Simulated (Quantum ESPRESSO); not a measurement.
Crystal: TiB2.

```xyz
3
Lattice="3.0292 0.0000 0.0000 -1.5146 2.6234 0.0000 0.0000 0.0000 3.2284" Properties=species:S:1:pos:R:3 pbc="T T T"
Ti    0.0000    0.0000    0.0000
B     1.5146    0.8745    1.6142
B     0.0000    1.7489    1.6142
```

Base run:

```yaml
Program: Quantum ESPRESSO 7.5
Functional: PBE
Potentials_or_basis: SSSP 1.3 efficiency PBE
Cutoff: 748 eV
Density_cutoff: 5987 eV
k_mesh: 10 × 10 × 8
Occupations: fermi-dirac, width 0.05 eV
Spin: no spin polarisation
```

Its results: band gap on the k mesh none (metal or under the smearing width); pressure 0.0 GPa.

Problem. The run is repeated on the same cell with these changes: functional from PBE to PBEsol; potentials or basis from SSSP 1.3 efficiency PBE to GBRV 1.5 PBEsol; cutoff from 748 eV to 612 eV; density cutoff from 5987 eV to 4898 eV. What comes out?

Solution. Band gap on the k mesh none (metal or under the smearing width); pressure -4.9 GPa.

Not every run made on this cell is shown here.
